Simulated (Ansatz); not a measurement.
Al: generalised stacking fault

The calculation used Ansatz, DFT PBE+D3(BJ), scalar-relativistic, plane waves, PAW. The runs took a 420 eV cutoff, a Γ-centred 15×21×6 mesh and Gaussian smearing (0.15 eV). No spin polarisation. Energies are free energies at this smearing, counted from the undisturbed cell; pressure is positive in compression.

Zero of the scan (relaxed at this level):

```xyz
8
Lattice="3.9827 0.0000 0.0000 0.0000 1.9914 -1.9914 0.0000 7.9655 7.9655" Properties=species:S:1:pos:R:3 pbc="T T T"
Al    0.0000    7.4676    7.4676
Al    1.9914    1.4935   -0.4978
Al    0.0000    1.4935    1.4935
Al    1.9914    3.4849    1.4935
Al    0.0000    3.4849    3.4849
Al    1.9914    5.4762    3.4849
Al    0.0000    5.4762    5.4762
Al    1.9914    7.4676    5.4762
```

The cut lies on the cell's a–b face, a (0 1 1) plane (indices in the standard cell, whose axes needn't be the Cartesian ones shown) of area 11.22 Å², between layers 1.41 Å apart. Vector c is tilted by f times 1·a + 0·b (length 3.983 Å) with the atoms' Cartesian places fixed: one unrelaxed fault a cell. The cell is metallic on the mesh throughout.

| f | γ (mJ/m²) | shear traction, the slope of γ along the slip (GPa) |
| --- | --- | --- |
| 0.0000 | 0 | 0.0 |
| 0.1000 | 308 | 16.0 |
| 0.2000 | 1337 | 36.4 |
| 0.3000 | 3150 | 52.2 |
| 0.4000 | 5135 | 41.6 |
| 0.5000 | 6035 | 0.1 |

By symmetry 0.6000 repeats 0.4000, 0.8000 repeats 0.2000, 0.7000 repeats 0.3000, 0.9000 repeats 0.1000 in energy, with the opposite slope along the path.

Cost: 6 runs of about 3.4 core-minutes in all, on Intel Xeon 6975P-C (Granite Rapids) (shared hosts).